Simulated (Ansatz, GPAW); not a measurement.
**Geometry or basis: what sets the conductance of hydroquinonedithiol between two Pt chains**

Aim: the conductance of hydroquinonedithiol between two Pt chains after relaxation, and whether geometry, basis or functional moves it most.

Main program and level: GPAW 26.7.0 and Ansatz 0.2.0; Ansatz plane waves; relaxation of the junction with the lead ends held, in the first sound run; inputs show where later runs differ.

## (1) The starting structure

The cell holds 30 atoms: 16 Pt, 2 S, 4 H, 6 C and 2 O. Cell: a = 12.537 Å, b = 9.000 Å, c = 45.067 Å, α = 90.0°, β = 90.0°, γ = 90.0°. Regions: left lead, 8 atoms (8 Pt); channel, 14 atoms (2 S, 4 H, 6 C and 2 O); right lead, 8 atoms (8 Pt). Vacuum lies along a and b. The structure is stacked along c, and the current runs across the ab planes.

## (2) Relaxing the atoms

Transmission follows bond lengths closely, so the atoms between the held lead ends are relaxed first, from a slightly shaken start that lets symmetry break.

input.yaml

```yaml
crystal:
  lattice:
    - [12.5374058408, 0.0, 0.0]
    - [0.0, 9.0, 0.0]
    - [0.0, 0.0, 45.0669201095]
  atoms:
    - { symbol: Pt, position: [0.5, 0.5, 0.0266270692] }
    - { symbol: Pt, position: [0.5, 0.5, 0.0798812076] }
    - { symbol: Pt, position: [0.5, 0.5, 0.133135346] }
    - { symbol: Pt, position: [0.5, 0.5, 0.1863894843] }
    - { symbol: Pt, position: [0.5, 0.5, 0.2396436227] }
    - { symbol: Pt, position: [0.5, 0.5, 0.2928977611] }
    - { symbol: Pt, position: [0.5037678635, 0.5024776113, 0.3455062671] }
    - { symbol: Pt, position: [0.4994927074, 0.4990442336, 0.4009786452] }
    - { symbol: S, position: [0.3814830548, 0.5856673159, 0.4370488187] }
    - { symbol: H, position: [0.6120968892, 0.5819686526, 0.454260659] }
    - { symbol: C, position: [0.4504960816, 0.580699644, 0.4725255573] }
    - { symbol: C, position: [0.5612854723, 0.5851054118, 0.4750402254] }
    - { symbol: H, position: [0.2590129209, 0.5830479761, 0.4776464551] }
    - { symbol: O, position: [0.2768109261, 0.5827271102, 0.4978458967] }
    - { symbol: C, position: [0.3880412939, 0.5757432005, 0.498306161] }
    - { symbol: C, position: [0.6112069191, 0.5792439699, 0.5009387528] }
    - { symbol: O, position: [0.7178741377, 0.5811936741, 0.5010337742] }
    - { symbol: H, position: [0.7394949522, 0.5800889975, 0.5225430312] }
    - { symbol: C, position: [0.4437230051, 0.5815519638, 0.5274889247] }
    - { symbol: C, position: [0.5490178981, 0.5765514141, 0.5277190304] }
    - { symbol: H, position: [0.3905494538, 0.5832330367, 0.5462581991] }
    - { symbol: S, position: [0.6155010383, 0.5840424878, 0.5629738241] }
    - { symbol: Pt, position: [0.5016752088, 0.5014954649, 0.6007615222] }
    - { symbol: Pt, position: [0.5005290616, 0.4975907904, 0.6542082498] }
    - { symbol: Pt, position: [0.5, 0.5, 0.7071022389] }
    - { symbol: Pt, position: [0.5, 0.5, 0.7603563773] }
    - { symbol: Pt, position: [0.5, 0.5, 0.8136105157] }
    - { symbol: Pt, position: [0.5, 0.5, 0.866864654] }
    - { symbol: Pt, position: [0.5, 0.5, 0.9201187924] }
    - { symbol: Pt, position: [0.5, 0.5, 0.9733729308] }
kpoints:
  mp_grid: { grid: [1, 1, 2] }
hamiltonian:
  xc: pbe
scf:
  occupations: { method: fermi_dirac, width: 0.1 }
relax:
  f_tol: 0.03
  max_steps: 80
  constraints: [{ sites: [0, 1, 2, 3, 4, 5, 24, 25, 26, 27, 28, 29] }]
```

On the command line:

```bash
ansatz run input.yaml --threads 4 --pin off --max-ram 8192MiB --backend cpu --events-out ev --progress --plain --runs-dir out
```

Numbers of over 12 decimals in the logs are rounded to 6 here.

The program printed:

```text
Engine: ansatz 0.2.0, aarch64-unknown-linux-gnu
Pseudopotentials: kind: paw
Pseudopotential: Pt, paw, valence charge 18, recommended cutoff 420 eV (normal), Pt.paw.azcp
Pseudopotential: S, paw, valence charge 6, recommended cutoff 420 eV (normal), S.paw.azcp
Pseudopotential: H, paw, valence charge 1, recommended cutoff 420 eV (normal), H.paw.azcp
Pseudopotential: C, paw, valence charge 4, recommended cutoff 420 eV (normal), C.paw.azcp
Pseudopotential: O, paw, valence charge 6, recommended cutoff 420 eV (normal), O.paw.azcp
Functional definition: PBE
  parameter kappa = 0.804
  parameter beta = 0.066725
  exchange = pbe_x(kappa = kappa, mu = beta*pi^2/3)
  correlation = pbe_c(beta = beta)
Crystal: 30 atoms, lattice volume = 5085.200 Å³
Basis set: ecut = 420 eV, 99377 PW (Γ), exchange–correlation on 180×128×640 points (8 copies of the dense FFT grid, shifted against one another)
Bands: 204, of which v1, the nominal top of the filled ones, is band 170 counted from 1 (169 counted from 0)
Symmetry: 1 space group operations
Space group: P1 (ITA 1), of the structure as read, at distance tolerance 1.7e-4 Å
k-points: 2
Non-local potential: Pt, projectors of the file, l = 0: 3, l = 1: 2, l = 2: 2, l = 3: 1
Non-local potential: S, projectors of the file, l = 0: 2, l = 1: 2, l = 2: 2
Non-local potential: H, projectors of the file, l = 0: 2, l = 1: 1
Non-local potential: C, projectors of the file, l = 0: 2, l = 1: 2, l = 2: 1
Non-local potential: O, projectors of the file, l = 0: 2, l = 1: 2, l = 2: 1
PAW form: soft (Blöchl's): semilocal exchange-correlation on the pseudo side does not see the compensation charge
PAW one-centre angular grid: Pt, 590 points (default); XC on 64 Gauss nodes
PAW one-centre angular grid: S, 110 points (default); XC on 64 Gauss nodes
PAW one-centre angular grid: H, 110 points (default); XC on 64 Gauss nodes
PAW one-centre angular grid: C, 110 points (default); XC on 64 Gauss nodes
PAW one-centre angular grid: O, 110 points (default); XC on 64 Gauss nodes
Initial density: superposition of atomic densities (neutral atoms: chi_scale 0, normalization atom), corrected by the library's trained network
Initial wavefunctions: pseudopotential atomic-orbital guess
Functional: x = pbe(κ = 0.804, μ = 0.219515), c = pbe(β = 0.066725)
SCF iter   1: F=—  HF=-204833.701785 eV  |F-HF|=—  |Δ(HF+E_count)|=         —  Δρ=1.07e-2  dr2=7.14e1  ethr=1.77e-3  ⟨swp⟩=7.5  Hψ=1624  notcnv=0  defer=20
preconditioner: auto → LDOS  [metal: Δε(μ)=0.014 eV  Ē_g=5.876 eV  σ=0.100 eV  W_gap=0.04  n_scr=458 (ndim 8)  ℏωp=7.5 eV  f_vac=0.809  D(μ)=35.82/eV (n_scr^D=130)  β→1.0]
SCF iter   2: F=—  HF=-204832.489425 eV  |F-HF|=—  |Δ(HF+E_count)|=    1.21e0  Δρ=3.93e-3  dr2=7.57e-1  ethr=1.77e-3  ⟨swp⟩=3.0  Hψ=502  notcnv=0  defer=25
SCF iter   3: F=—  HF=-204832.640842 eV  |F-HF|=—  |Δ(HF+E_count)|=   1.51e-1  Δρ=2.32e-3  dr2=4.86e-1  ethr=2.23e-4  ⟨swp⟩=2.0  Hψ=738  notcnv=0  defer=25
SCF iter   4: F=—  HF=-204832.600575 eV  |F-HF|=—  |Δ(HF+E_count)|=   4.03e-2  Δρ=5.53e-4  dr2=2.32e-2  ethr=1.43e-4  ⟨swp⟩=2.0  Hψ=562  notcnv=0  defer=25
SCF iter   5: F=—  HF=-204832.603497 eV  |F-HF|=—  |Δ(HF+E_count)|=   2.92e-3  Δρ=2.41e-4  dr2=7.05e-3  ethr=6.82e-6  ⟨swp⟩=2.0  Hψ=574  notcnv=0  defer=25
SCF iter   6: F=—  HF=-204832.605113 eV  |F-HF|=—  |Δ(HF+E_count)|=   1.62e-3  Δρ=1.16e-4  dr2=1.35e-3  ethr=2.07e-6  ⟨swp⟩=3.0  Hψ=691  notcnv=0  defer=25
SCF iter   7: F=—  HF=-204832.605322 eV  |F-HF|=—  |Δ(HF+E_count)|=   2.09e-4  Δρ=5.50e-5  dr2=2.91e-4  ethr=3.99e-7  ⟨swp⟩=2.0  Hψ=468  notcnv=0  defer=25
SCF iter   8: F=—  HF=-204832.605532 eV  |F-HF|=—  |Δ(HF+E_count)|=   2.10e-4  Δρ=2.09e-5  dr2=4.37e-5  ethr=8.55e-8  ⟨swp⟩=2.0  Hψ=477  notcnv=0  defer=25
SCF iter   9: F=-204832.605566 eV  HF=-204832.605555 eV  |F-HF|=1.13e-5  |Δ(HF+E_count)|=   2.28e-5  Δρ=8.95e-6  dr2=7.65e-6  ethr=6.62e-9  ⟨swp⟩=4.0  Hψ=1245  notcnv=0
SCF 1 converged in 9 iterations: F = -204832.605566 eV  dr2 = 7.65e-6
  greatest PAW one-centre occupation: 1.000 electrons in one spin orbital (limit 2), on the Pt atom at site 23 (counted from 0), in its partial waves of l = 0
relax step   1: F+E_penalty+E_count = -204832.60556643 eV  Δ(F+E_penalty+E_count) = +0.000e0 eV  max|allowed force component| = 4.931e0 eV/Å  Δτ_max = 0.0000 Å  (9 SCF iters, dr2 threshold 2.25e-5 eV, accepted)
Initial density: handed on by an earlier stage of this run
Initial wavefunctions: those handed on with the density
iter 1 solved again at ethr=5.90e-4 eV; its pass at ethr=3.10e-3 eV (dr2=2.01e0 eV) is discarded
SCF iter   1: F=—  HF=-204833.702514 eV  |F-HF|=—  |Δ(HF+E_count)|=         —  Δρ=6.67e-3  dr2=2.00e0  ethr=5.90e-4  ⟨swp⟩=1.0  Hψ=1536  notcnv=0  defer=29
preconditioner: auto → LDOS  [metal: Δε(μ)=0.077 eV  Ē_g=5.846 eV  σ=0.100 eV  W_gap=0.19  n_scr=458 (ndim 8)  ℏωp=7.5 eV  f_vac=0.813  D(μ)=30.39/eV (n_scr^D=104)  β→1.0]
SCF iter   2: F=—  HF=-204833.581972 eV  |F-HF|=—  |Δ(HF+E_count)|=   1.21e-1  Δρ=2.51e-3  dr2=4.57e-1  ethr=5.88e-4  ⟨swp⟩=3.0  Hψ=908  notcnv=0  defer=29
SCF iter   3: F=—  HF=-204833.496354 eV  |F-HF|=—  |Δ(HF+E_count)|=   8.56e-2  Δρ=9.52e-4  dr2=8.16e-2  ethr=1.34e-4  ⟨swp⟩=3.0  Hψ=796  notcnv=0  defer=29
SCF iter   4: F=—  HF=-204833.483129 eV  |F-HF|=—  |Δ(HF+E_count)|=   1.32e-2  Δρ=2.19e-4  dr2=4.59e-3  ethr=2.40e-5  ⟨swp⟩=2.0  Hψ=650  notcnv=0  defer=30
SCF iter   5: F=—  HF=-204833.482938 eV  |F-HF|=—  |Δ(HF+E_count)|=   1.91e-4  Δρ=8.99e-5  dr2=1.09e-3  ethr=1.35e-6  ⟨swp⟩=2.0  Hψ=585  notcnv=0  defer=30
SCF iter   6: F=—  HF=-204833.483119 eV  |F-HF|=—  |Δ(HF+E_count)|=   1.81e-4  Δρ=4.57e-5  dr2=2.84e-4  ethr=3.20e-7  ⟨swp⟩=2.0  Hψ=468  notcnv=0  defer=30
SCF iter   7: F=-204833.483207 eV  HF=-204833.483195 eV  |F-HF|=1.22e-5  |Δ(HF+E_count)|=   7.53e-5  Δρ=1.77e-5  dr2=3.48e-5  ethr=2.94e-8  ⟨swp⟩=3.0  Hψ=1430  notcnv=0
SCF 2 converged in 7 iterations: F = -204833.483207 eV  dr2 = 3.48e-5
  greatest PAW one-centre occupation: 1.000 electrons in one spin orbital (limit 2), on the Pt atom at site 6 (counted from 0), in its partial waves of l = 0
relax step   2: F+E_penalty+E_count = -204833.48320688 eV  Δ(F+E_penalty+E_count) = -8.776e-1 eV  max|allowed force component| = 2.449e0 eV/Å  Δτ_max = 0.1931 Å  (7 SCF iters, dr2 threshold 1.00e-4 eV, accepted)
SCF iter   1: F=—  HF=-204833.985974 eV  |F-HF|=—  |Δ(HF+E_count)|=         —  Δρ=4.04e-3  dr2=5.84e-1  ethr=2.64e-3  ⟨swp⟩=3.5  Hψ=848  notcnv=0  defer=27
preconditioner: auto → LDOS  [metal: Δε(μ)=0.163 eV  Ē_g=5.845 eV  σ=0.100 eV  W_gap=0.35  n_scr=458 (ndim 8)  ℏωp=7.5 eV  f_vac=0.813  D(μ)=29.54/eV (n_scr^D=104)  β→1.0]
[...]
relax step   8: F+E_penalty+E_count = -204834.50528136 eV  Δ(F+E_penalty+E_count) = -1.194e-2 eV  max|allowed force component| = 2.439e-1 eV/Å  Δτ_max = 0.1207 Å  (11 SCF iters, accepted)
relax step   9: F+E_penalty+E_count = -204834.51367899 eV  Δ(F+E_penalty+E_count) = -8.398e-3 eV  max|allowed force component| = 4.609e-2 eV/Å  Δτ_max = 0.0633 Å  (7 SCF iters, dr2 threshold 7.80e-6 eV, accepted)
relax step  10: F+E_penalty+E_count = -204834.51616000 eV  Δ(F+E_penalty+E_count) = -2.481e-3 eV  max|allowed force component| = 8.112e-3 eV/Å  Δτ_max = 0.0427 Å  (9 SCF iters, accepted)
relax step  11: F+E_penalty+E_count = -204834.51882714 eV  Δ(F+E_penalty+E_count) = -2.667e-3 eV  max|allowed force component| = 3.833e-2 eV/Å  Δτ_max = 0.0890 Å  (9 SCF iters, accepted)
relax step  12: F+E_penalty+E_count = -204834.52202841 eV  Δ(F+E_penalty+E_count) = -3.201e-3 eV  max|allowed force component| = 5.684e-2 eV/Å  Δτ_max = 0.1696 Å  (10 SCF iters, accepted)
relax step  13: F+E_penalty+E_count = -204834.52356537 eV  Δ(F+E_penalty+E_count) = -1.537e-3 eV  max|allowed force component| = 6.592e-2 eV/Å  Δτ_max = 0.0901 Å  (7 SCF iters, dr2 threshold 3.23e-6 eV, accepted)
relax step  14: F+E_penalty+E_count = -204834.52436581 eV  Δ(F+E_penalty+E_count) = -8.004e-4 eV  max|allowed force component| = 6.811e-2 eV/Å  Δτ_max = 0.1220 Å  (8 SCF iters, dr2 threshold 4.35e-6 eV, accepted)
relax step  15: F+E_penalty+E_count = -204834.52518269 eV  Δ(F+E_penalty+E_count) = -8.169e-4 eV  max|allowed force component| = 3.973e-2 eV/Å  Δτ_max = 0.0309 Å  (7 SCF iters, dr2 threshold 4.64e-6 eV, accepted)
SCF iter   1: F=—  HF=-204834.526265 eV  |F-HF|=—  |Δ(HF+E_count)|=         —  Δρ=5.92e-4  dr2=1.05e-2  ethr=3.06e-5  ⟨swp⟩=2.0  Hψ=739  notcnv=0  defer=27
preconditioner: auto → LDOS  [metal: Δε(μ)=0.125 eV  Ē_g=5.966 eV  σ=0.100 eV  W_gap=0.29  n_scr=458 (ndim 8)  ℏωp=7.5 eV  f_vac=0.813  D(μ)=31.26/eV (n_scr^D=108)  β→1.0]
SCF iter   2: F=—  HF=-204834.525692 eV  |F-HF|=—  |Δ(HF+E_count)|=   5.73e-4  Δρ=2.46e-4  dr2=5.41e-3  ethr=3.08e-6  ⟨swp⟩=3.0  Hψ=775  notcnv=0  defer=27
SCF iter   3: F=—  HF=-204834.523878 eV  |F-HF|=—  |Δ(HF+E_count)|=   1.81e-3  Δρ=4.82e-5  dr2=1.23e-4  ethr=1.59e-6  ⟨swp⟩=3.0  Hψ=672  notcnv=0  defer=27
SCF iter   4: F=—  HF=-204834.523908 eV  |F-HF|=—  |Δ(HF+E_count)|=   2.96e-5  Δρ=1.61e-5  dr2=2.52e-5  ethr=3.61e-8  ⟨swp⟩=2.5  Hψ=660  notcnv=0  defer=27
SCF iter   5: F=—  HF=-204834.525486 eV  |F-HF|=—  |Δ(HF+E_count)|=   1.58e-3  Δρ=6.85e-6  dr2=5.56e-6  ethr=7.42e-9  ⟨swp⟩=2.0  Hψ=581  notcnv=0  defer=27
SCF iter   6: F=—  HF=-204834.525491 eV  |F-HF|=—  |Δ(HF+E_count)|=   4.50e-6  Δρ=4.06e-6  dr2=1.86e-6  ethr=1.64e-9  ⟨swp⟩=2.0  Hψ=513  notcnv=0  defer=27
SCF iter   7: F=—  HF=-204834.525492 eV  |F-HF|=—  |Δ(HF+E_count)|=   9.14e-7  Δρ=1.53e-6  dr2=2.06e-7  ethr=5.48e-10  ⟨swp⟩=2.0  Hψ=580  notcnv=0  defer=27
SCF iter   8: F=-204834.525492 eV  HF=-204834.525492 eV  |F-HF|=7.24e-8  |Δ(HF+E_count)|=   3.89e-7  Δρ=5.69e-7  dr2=3.34e-8  ethr=2.94e-11  ⟨swp⟩=4.0  Hψ=1295  notcnv=0
SCF 16 converged in 8 iterations: F = -204834.525492 eV  dr2 = 3.34e-8
relax step  16: F+E_penalty+E_count = -204834.52549225 eV  Δ(F+E_penalty+E_count) = -3.096e-4 eV  max|allowed force component| = 1.498e-2 eV/Å  Δτ_max = 0.0140 Å  (8 SCF iters, accepted)
SCF converged after 8 iterations
Free energy (F): -204834.525492 eV
Harris-Foulkes:  -204834.525492 eV  (|F-HF|=7.24e-8)
Internal energy: -204833.475548 eV  (E = F + TS)
E sigma→0 (E₀):  -204834.000520 eV
Entropy (-TS):   -1.049944 eV (-34.998 meV/atom)
Fermi energy:    -4.258623 eV
--- Per-component energies (eV) ---
  E_band       = -10243.576544
  E_kinetic    = 11330.324336
  E_local      = -117453.030906  (includes V_loc(G=0)·N_el)
  E_nonlocal   = 3552.461875
  E_hartree    = 51321.315841
  E_xc         = -4799.816121
  E_vxc        = -5532.752783  (∫ρ·V_xc dr)
  E_paw        = -153398.637919  (= ΣΔE_a)
  E_vpaw       = -4783.212769  (= ΣTr[D̂ρ^β])
  E_aug_tail   = 0.002967  (compensation charges beyond the density's cutoff)
  E_ewald      = 4613.904379
  E_smearing   = -1.049944  (= −TS)
  E_closure    = -0.000000  (closes the sum)
  Σ components = -204834.525492   (vs F -204834.525492, Δ=0.00e0)
--- Forces (eV/Å), atoms counted from 1 ---
  atom   1  Pt     0.05235383    -0.00504757    -0.00070203
  atom   2  Pt     0.08490505    -0.00223338    -0.04777524
  atom   3  Pt    -0.02370272     0.00359335     0.00303015
  atom   4  Pt    -0.09084922     0.01403827     0.07500065
  atom   5  Pt    -0.16861539     0.01794215     0.06604249
  atom   6  Pt     0.24509066    -0.02557512    -0.11241062
  atom   7  Pt     0.00985420    -0.00338059    -0.01233556
  atom   8  Pt    -0.01069692     0.00269401     0.01283378
  atom   9  S      0.00779499    -0.00265944    -0.00298378
  atom  10  H     -0.00061585     0.00260246     0.00167040
  atom  11  C      0.00084878     0.00179152    -0.00745028
  atom  12  C      0.00135764    -0.00125650    -0.00251145
  atom  13  H      0.00131602    -0.00227838     0.00200352
  atom  14  O      0.00538334     0.00269716    -0.00271201
  atom  15  C     -0.00278298    -0.00126115    -0.00205811
  atom  16  C      0.00928084    -0.00274496     0.00129203
  atom  17  O     -0.00826191     0.00315745    -0.00087446
  atom  18  H     -0.00217692    -0.00206825    -0.00072141
  atom  19  C     -0.00395289    -0.00179488     0.00128651
  atom  20  C     -0.00402598     0.00249071     0.01284437
  atom  21  H      0.00280337     0.00219990    -0.00212410
  atom  22  S     -0.00045223    -0.00114718     0.00061763
  atom  23  Pt    -0.00172874     0.00172754    -0.00576456
  atom  24  Pt    -0.00354048    -0.00539395     0.01498463
  atom  25  Pt    -0.24440149    -0.02902004     0.10483605
  atom  26  Pt     0.16795804     0.02078115    -0.06627869
  atom  27  Pt     0.09045856     0.01619476    -0.07486544
  atom  28  Pt     0.02317957     0.00447006    -0.00339154
  atom  29  Pt    -0.08488137    -0.00409830     0.04751426
  atom  30  Pt    -0.05186525    -0.00626773     0.00101380
  max |Σ_I F_I| component: 1.53e-4 eV/Å
--- Relaxed structure (16 steps of the walk, 16 accepted, 0 SCFs on fresh bases) ---
  F+E_penalty+E_count = -204834.52549225 eV   max|allowed force component| = 1.498e-2 eV/Å
  atoms:
    - { symbol: Pt, position: [0.5, 0.5, 0.0266270692] }
    - { symbol: Pt, position: [0.5, 0.5, 0.0798812076] }
    - { symbol: Pt, position: [0.5, 0.5, 0.133135346] }
    - { symbol: Pt, position: [0.5, 0.5, 0.186389] }
    - { symbol: Pt, position: [0.5, 0.5, 0.2396436227] }
    - { symbol: Pt, position: [0.5, 0.5, 0.2928977611] }
    - { symbol: Pt, position: [0.415419, 0.516591, 0.340503] }
    - { symbol: Pt, position: [0.478532, 0.505650, 0.391520] }
    - { symbol: S, position: [0.401200, 0.509355, 0.435200] }
    - { symbol: H, position: [0.630543, 0.507074, 0.457959] }
    - { symbol: C, position: [0.462766, 0.509087, 0.469739] }
    - { symbol: C, position: [0.572750, 0.507865, 0.476010] }
    - { symbol: H, position: [0.268873, 0.511957, 0.469430] }
    - { symbol: O, position: [0.282967, 0.511597, 0.490912] }
    - { symbol: C, position: [0.389439, 0.510151, 0.494923] }
    - { symbol: C, position: [0.610390, 0.507772, 0.504985] }
    - { symbol: O, position: [0.716870, 0.506880, 0.508999] }
    - { symbol: H, position: [0.730961, 0.506991, 0.530481] }
    - { symbol: C, position: [0.427082, 0.509539, 0.523898] }
    - { symbol: C, position: [0.537067, 0.508378, 0.530166] }
    - { symbol: H, position: [0.369275, 0.510107, 0.541948] }
    - { symbol: S, position: [0.598649, 0.507233, 0.564704] }
    - { symbol: Pt, position: [0.521490, 0.505134, 0.608405] }
    - { symbol: Pt, position: [0.584099, 0.518686, 0.659448] }
    - { symbol: Pt, position: [0.5, 0.5, 0.7071022389] }
    - { symbol: Pt, position: [0.5, 0.5, 0.7603563773] }
    - { symbol: Pt, position: [0.5, 0.5, 0.8136105157] }
    - { symbol: Pt, position: [0.5, 0.5, 0.866864654] }
    - { symbol: Pt, position: [0.5, 0.5, 0.920119] }
    - { symbol: Pt, position: [0.5, 0.5, 0.9733729308] }
```

Wall time 19 min (4 threads of Arm Neoverse N1, shared host); peak memory 6 GiB; 73 min of CPU time.

Step by step:

```csv
step,energy less that of the first step (eV),largest force component (eV/Å)
1,0.0000,4.9315
2,-0.8776,2.4488
3,-1.2479,0.6746
4,-1.4606,0.3535
5,-1.6380,0.2010
6,-1.7910,0.1980
7,-1.8878,0.0717
8,-1.8997,0.2439
9,-1.9081,0.0461
10,-1.9106,0.0081
11,-1.9133,0.0383
12,-1.9165,0.0568
13,-1.9180,0.0659
14,-1.9188,0.0681
15,-1.9196,0.0397
16,-1.9199,0.0150
```

The atoms that moved most (Å):

```csv
atom,dx,dy,dz,length
Pt7,-1.108,0.127,-0.225,1.137
Pt24,1.048,0.190,0.236,1.091
O17,-0.013,-0.669,0.359,0.759
H18,-0.107,-0.658,0.358,0.756
H13,0.124,-0.640,-0.370,0.749
H21,-0.267,-0.658,-0.194,0.736
S9,0.247,-0.687,-0.083,0.735
H10,0.231,-0.674,0.167,0.732
```

The relaxed structure:

```cif
data_structure
_symmetry_space_group_name_H-M 'P 1'
_symmetry_Int_Tables_number 1
_cell_length_a 12.5374
_cell_length_b 9.0000
_cell_length_c 45.0669
_cell_angle_alpha 90.000
_cell_angle_beta 90.000
_cell_angle_gamma 90.000
_cell_volume 5085.20
loop_
_atom_site_label
_atom_site_type_symbol
_atom_site_fract_x
_atom_site_fract_y
_atom_site_fract_z
_atom_site_occupancy
Pt1 Pt 0.50000 0.50000 0.02663 1
Pt2 Pt 0.50000 0.50000 0.07988 1
Pt3 Pt 0.50000 0.50000 0.13314 1
Pt4 Pt 0.50000 0.50000 0.18639 1
Pt5 Pt 0.50000 0.50000 0.23964 1
Pt6 Pt 0.50000 0.50000 0.29290 1
Pt7 Pt 0.41542 0.51659 0.34050 1
Pt8 Pt 0.47853 0.50565 0.39152 1
S9 S 0.40120 0.50936 0.43520 1
H10 H 0.63054 0.50707 0.45796 1
C11 C 0.46277 0.50909 0.46974 1
C12 C 0.57275 0.50786 0.47601 1
H13 H 0.26887 0.51196 0.46943 1
O14 O 0.28297 0.51160 0.49091 1
C15 C 0.38944 0.51015 0.49492 1
C16 C 0.61039 0.50777 0.50499 1
O17 O 0.71687 0.50688 0.50900 1
H18 H 0.73096 0.50699 0.53048 1
C19 C 0.42708 0.50954 0.52390 1
C20 C 0.53707 0.50838 0.53017 1
H21 H 0.36927 0.51011 0.54195 1
S22 S 0.59865 0.50723 0.56470 1
Pt23 Pt 0.52149 0.50513 0.60840 1
Pt24 Pt 0.58410 0.51869 0.65945 1
Pt25 Pt 0.50000 0.50000 0.70710 1
Pt26 Pt 0.50000 0.50000 0.76036 1
Pt27 Pt 0.50000 0.50000 0.81361 1
Pt28 Pt 0.50000 0.50000 0.86686 1
Pt29 Pt 0.50000 0.50000 0.92012 1
Pt30 Pt 0.50000 0.50000 0.97337 1
```

This step gave:

| Property | Result |
| --- | --- |
| free energy | -204834.5255 eV |
| smearing term TS | 1.050 eV |
| symmetry operations | 1 |

The relaxation lowered the energy of the cell by 1.92 eV.

(Part 1 of 4 ends here.)

[Logs are printed without paths, hosts, clocks, repeated set-up lines and the standing remarks that a program may print on its own settings, such as how far it seeks lower states.]

[Hosts, paths, dates, database ids (printed as entryN), source tags and the programs' standing remarks are cut or masked in the printed files.]
